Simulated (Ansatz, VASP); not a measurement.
One calculation of LuH2, two programs

INCAR

```
  PREC = Accurate
  ENCUT = 520
  EDIFF = 1E-6
  ISMEAR = -1
  SIGMA = 0.1
  LREAL = False
  LASPH = True
  NELM = 80
  ALGO = Normal
  ISIF = 2
  LWAVE = False
  LCHARG = False
  GGA = PS
  NBANDS = 20
```

The input KPOINTS:

```
Automatic mesh
0
Gamma
  10 10 10
```

Contents of POSCAR:

```
LuH2
1.0
    0.0000000000      2.5165000000      2.5165000000
    2.5165000000      0.0000000000      2.5165000000
    2.5165000000      2.5165000000      0.0000000000
Lu H
1 2
Direct
    0.0000000000      0.0000000000      0.0000000000
    0.2500000000      0.2500000000      0.2500000000
    0.7500000000      0.7500000000      0.7500000000
```

Input for Ansatz:

```yaml
crystal:
  lattice:
    - [0.0, 2.5165, 2.5165]
    - [2.5165, 0.0, 2.5165]
    - [2.5165, 2.5165, 0.0]
  atoms:
    - { symbol: Lu, position: [0.0, 0.0, 0.0] }
    - { symbol: H, position: [0.25, 0.25, 0.25] }
    - { symbol: H, position: [0.75, 0.75, 0.75] }
kpoints:
  mp_grid:
    grid: [10, 10, 10]
hamiltonian:
  xc: pbesol
  pseudopotentials:
    kind: all_electron
    lapw: {}
scf:
  occupations:
    method: fermi_dirac
    width: 0.1
output:
  forces: true
  stress: true
  eigenvalues: true
```

Alike in both runs: task single point; functional PBEsol; k mesh 10 × 10 × 10; occupations fermi-dirac, width 0.1 eV; no spin polarisation.

```csv
,VASP,Ansatz
version,VASP 6.6.1,Ansatz 0.2.0
potentials or method,"VASP PAW PBE potentials, release 64 (Lu, H)",all-electron (LAPW or listed datasets)
plane-wave cutoff (eV),520,see its input
```

```tsv
	VASP	Ansatz	Ansatz less VASP
gap on the k mesh at the Fermi level (eV)	none	none	-
pressure (GPa)	-3.8	-4.0	-0.20
```

A gap of «none» marks a metal or a gap that the smearing closes. Ansatz ran all-electron here, so the differences hold the error of VASP's frozen core and of both bases.

Caveats: the PAW data sets were made with another functional, which shifts forces and pressure a little (VASP). The runs have no spin-orbit coupling, so splittings on Lu are missing.
